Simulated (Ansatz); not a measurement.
MgO: what symmetry allows forces and stress to be

```yaml
crystal:
  lattice:
    - [2.95856, 0.01537, 0.00115]
    - [-1.46597, 2.56987, 0.00116]
    - [0.00105, 0.00182, 2.74670]
  atoms:
    - { symbol: Mg, position: [0.98035, 0.01965, 0.00000] }
    - { symbol: O, position: [0.35298, 0.64702, 0.50000] }
```

These are results of Ansatz 0.2.0, DFT PBE, scalar-relativistic, plane waves, PAW, not measurements.

Plane waves to 420 eV, a k mesh through Γ of 12×12×10 on the computed 2-atom cell and Gaussian smearing (0.02 eV); no spin polarisation.

This distorted cell has space group C2, with 2 operations.

Question: Without a calculation: in which directions can each atom feel a force?

Answer: A force must be left unchanged by every operation that keeps its atom in place, so it lies in the space that those operations leave fixed. Atoms that the group maps onto each other feel forces of one size.
```json
{"atom": "Mg1", "site symmetry": "2", "operations at the site": "2", "equivalent to atom": "1", "allowed force (Cartesian)": "along (0.87, -0.50, 0.00)"}
{"atom": "O2", "site symmetry": "2", "operations at the site": "2", "equivalent to atom": "2", "allowed force (Cartesian)": "along (0.87, -0.50, 0.00)"}
```

That leaves 2 independent force components of 6, tied by 1 condition that the forces sum to zero, so 1 remains. A relaxation in this cell that keeps the symmetry moves the atoms in these directions alone.

Question: And the stress tensor?

Answer: It must be invariant under the point group, which leaves 4 independent components. Linear relations between components hold in this frame.

Question: Do the computed values obey this?

Answer: Yes. Forces (eV/Å):
```
Mg1  0.319 -0.184  0.000
O2  -0.319  0.184  0.000
```

Stress (GPa, compression positive, xx yy zz yz xz xy): -0.58 -3.24 -9.69 -0.03 -0.02 -2.30. The program imposes the same operations on density, forces and stress, so this confirms the analysis and is no independent test of the calculation.

This form isn't the usual stable structure of the compound.